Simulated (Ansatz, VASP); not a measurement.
**Two plane-wave programs on TaN**

POSCAR

```
TaN
1.0
    0.0000000000      2.1964814589      2.1964814589
    2.1964814589      0.0000000000      2.1964814589
    2.1964814589      2.1964814589      0.0000000000
Ta N
1 1
Direct
    0.5000000000      0.5000000000      0.5000000000
    0.0000000000      0.0000000000      0.0000000000
```

File INCAR.step1:

```
ALGO = Normal ; EDIFF = 1E-4
ENCUT = 520 ; GGA = PE
ISMEAR = -1 ; LASPH = True
LCHARG = False ; LREAL = False
LWAVE = True ; NBANDS = 15
NELM = 80 ; PREC = Accurate
SIGMA = 0.05
```

File INCAR.step2:

```
ALGO = Normal ; EDIFF = 1E-7
ENCUT = 520 ; ISIF = 2
ISMEAR = -1 ; ISTART = 1
LASPH = True ; LCHARG = False
LMIXTAU = True ; LREAL = False
LWAVE = False ; METAGGA = R2SCAN
NBANDS = 15 ; NELM = 80
PREC = Accurate ; SIGMA = 0.05
```

The input KPOINTS:

```
k-points
0
Gamma
  10 10 10
```

File input.yaml:

```yaml
crystal:
  lattice:
    - [0.0, 2.1964814589, 2.1964814589]
    - [2.1964814589, 0.0, 2.1964814589]
    - [2.1964814589, 2.1964814589, 0.0]
  atoms:
    - { symbol: Ta, position: [0.5, 0.5, 0.5] }
    - { symbol: "N", position: [0.0, 0.0, 0.0] }
hamiltonian:
  xc: r2scan
  pseudopotentials: { kind: paw }
kpoints:
  mp_grid: { grid: [10, 10, 10] }
scf:
  occupations: { method: fermi_dirac, width: 0.05 }
output:
  forces: true
  stress: true
  eigenvalues: true
  write_density: true
  write_potential: true
  elf: true
  volumetric_format: npy
```

The cell comes from a database or a generator and needn't be the stable form of this composition.

Alike in both runs: task single point; functional r2SCAN; k mesh 10 × 10 × 10; occupations fermi-dirac, width 0.05 eV; no spin polarisation.

|  | VASP | Ansatz |
| --- | --- | --- |
| version | VASP 6.6.1 | Ansatz 0.2.0 |
| potentials or method | VASP PAW PBE potentials, release 64 (Ta_pv, N) | Ansatz PAW |
| plane-wave cutoff (eV) | 520 | 500 |
| valence electrons in the cell | 16 | 18 |

|  | VASP | Ansatz | Ansatz less VASP |
| --- | --- | --- | --- |
| gap on the k mesh at the Fermi level (eV) | none | none | - |
| pressure (GPa) | 2.6 | 0.7 | -1.95 |

A gap of «none» marks a metal or a gap that the smearing closes. With one functional, cell and mesh, what is left measures potentials, basis and numerics. The two sets of potentials don't hold the same shells in valence.

Caveats: the PAW data sets were made with another functional, which shifts forces and pressure a little (VASP); the PAW data sets come from PBE, with cores solved anew for the run's functional, which leaves a small shift of forces and pressure (Ansatz). Spin-orbit coupling is left out, which matters for the levels of Ta.
